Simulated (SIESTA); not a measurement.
Tc:

```
Tc
1.0
     2.74000    0.00000    0.00000
    -1.37000    2.37291    0.00000
     0.00000    0.00000    4.39800
Tc
2
Direct
  0.66667 0.33333 0.75000
  0.33333 0.66667 0.25000
```

```yaml
Program: SIESTA 5.4.2
Task: single point
Functional: PBE
Potentials_or_basis: PseudoDojo 0.4 standard (PBE files)
Basis: DZP (energy shift 0.002 Ry)
Grid_cutoff: 800 Ry
Energy_shift: 0.002 Ry
k_mesh: 11 × 11 × 6
Occupations: fermi-dirac, width 0.05 eV
Spin: no spin polarisation
```

On this cell: pressure 6.6 GPa; largest force under 0.003 eV/Å; band gap on the k mesh none (metal or under the smearing width).

The same run follows on a disturbed copy (atoms moved at random, drawn with an rms of 0.05 Å):

```
CELL_PARAMETERS angstrom
2.74000 0.00000 0.00000
-1.37000 2.37291 0.00000
0.00000 0.00000 4.39800
ATOMIC_POSITIONS crystal
Tc 0.64995 0.33009 0.74506
Tc 0.34119 0.66573 0.26152
```

Task: What changes?

Result: The energy (extrapolated to zero smearing) moves by +8.7 meV/atom; pressure 7.6 GPa; largest force 0.444 eV/Å; band gap on the k mesh none (metal or under the smearing width).

Forces on the atoms (eV/Å):
```
Tc   0.200  0.013  0.396
Tc  -0.200 -0.013 -0.396
```

Stress tensor (GPa, compression positive):
```
 6.96 -1.46  1.17
-1.46  7.52  0.02
 1.17  0.02  8.29
```

Caveats: semicore shells carry a single zeta, which can move pressures by several GPa and volumes by a few percent; the basis of atomic orbitals isn't converged, which shifts pressures, moduli and gaps.
